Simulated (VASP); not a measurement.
HfO2:

```
Hf O
1.0
     4.81353    0.00000    0.00000
     0.00000    4.81353    0.00000
     0.00000    0.00000    3.20542
Hf O
2 4
Direct
  0.50000 0.50000 0.50000
  0.00000 0.00000 0.00000
  0.80504 0.19496 0.50000
  0.69496 0.69496 0.00000
  0.30504 0.30504 0.00000
  0.19496 0.80504 0.50000
```

Measurements of this composition are mostly on another form, of space group No. 14.

| Property | Result |
| --- | --- |
| Program | VASP 6.6.1 |
| Task | relaxation of cell and atoms |
| Functional | optB88-vdW |
| Potentials or basis | VASP PAW PBE potentials, release 64 (Hf_pv, O) |
| Cutoff | 600 eV |
| k mesh | 6 × 6 × 8 |
| Occupations | fermi-dirac, width 0.05 eV |
| Spin | no spin polarisation |

At the start: pressure 4.2 GPa; volume 12.38 Å³/atom.

Question: Where does the relaxation end?

Answer: Over 5 steps the energy falls by 2.8 meV/atom and the volume is 12.60 Å³/atom (+1.8 %); space group P4_2/mnm (No. 136, to 0.05 Å).

The path:
| step | energy change (eV) | largest force (eV/Å) | pressure (GPa) | volume (Å³) |
| --- | --- | --- | --- | --- |
| 1 | 0.0000 | 0.0680 | 4.17 | 74.27 |
| 2 | 0.0306 | 0.1630 | -6.31 | 77.79 |
| 3 | -0.0167 | 0.0257 | -0.06 | 75.56 |
| 4 | -0.0167 | 0.0236 | 0.11 | 75.52 |
| 5 | -0.0169 | 0.0081 | 0.07 | 75.57 |

Final structure:
```xyz
6
Lattice="4.8420 0.0000 0.0000 0.0000 4.8420 0.0000 0.0000 0.0000 3.2235" Properties=species:S:1:pos:R:3 pbc="T T T"
Hf    2.4210    2.4210    1.6117
Hf    0.0000    4.8420    3.2235
O     3.8979    0.9441    1.6117
O     3.3651    3.3651    0.0000
O     1.4769    1.4769    0.0000
O     0.9441    3.8979    1.6117
```

Caveat: the PAW data sets were made with another functional, which shifts forces and pressure a little.
